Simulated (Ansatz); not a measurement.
**VO2: a fit and a missing row**

VO2, P4_2/mnm, a = 4.584 Å, c = 2.838 Å. The compound has several low-lying forms, and this is one of them. Ansatz: PBE, PAW, 420 eV, Γ-centred 8×8×12 mesh on 6 atoms, Gaussian smearing 0.10 eV; collinear spin, largest moment 0.8 μB. Shape and atoms are relaxed at each volume; pressure is positive in compression.

```tsv
V (Å³/atom)	P (GPa)
9.044	26.83
9.342	16.31
9.640	7.43
9.938	0.01
10.237	-6.10
10.535	-10.98
10.932	?
```

Task: Take V0 = 9.938 Å³/atom, count pressures from its P0 = 0.01 GPa, fit the third-order Birch–Murnaghan form to the other rows, and predict the missing pressure.

Result: With the Eulerian strain f = ½[(V0/V)^(2/3) − 1] and y = (P − P0)/[3f(1 + 2f)^(5/2)], the form is the line y = B0 + 1.5 B0 (B0′ − 4) f. Rows (f, y): 0.03243, 235.6; 0.02105, 232.8; 0.01025, 229.4; -0.00978, 218.8; -0.01907, 211.7. Means f = 0.006976, y = 225.66; Σ(Δf)² = 0.001816, ΣΔfΔy = 0.8443; the slope is their ratio. y = 222.4 + 465.0 f GPa, so B0 = 222.4 GPa and B0′ = 4 + 2 × (465.0)/(3 × 222.4) = 5.39. At V = 10.932, f = -0.03079, y = 208.08 and P = -16.39 GPa. The run gave -15.60 GPa, so the fit is 0.79 GPa too low, 1.9 % of the span of the series, against an rms of 0.11 GPa on the fitted rows. The row lies outside the fitted range. The points of y bend away from a line: a fourth-order term fitted to them gives P = -15.90 GPa at this row's volume (the line -16.39, the run -15.60).

Moments started parallel, and an antiferromagnetic order may lie lower.

Cost: 7 runs of about 23 core-minutes in all, on Arm Neoverse V1 (shared hosts).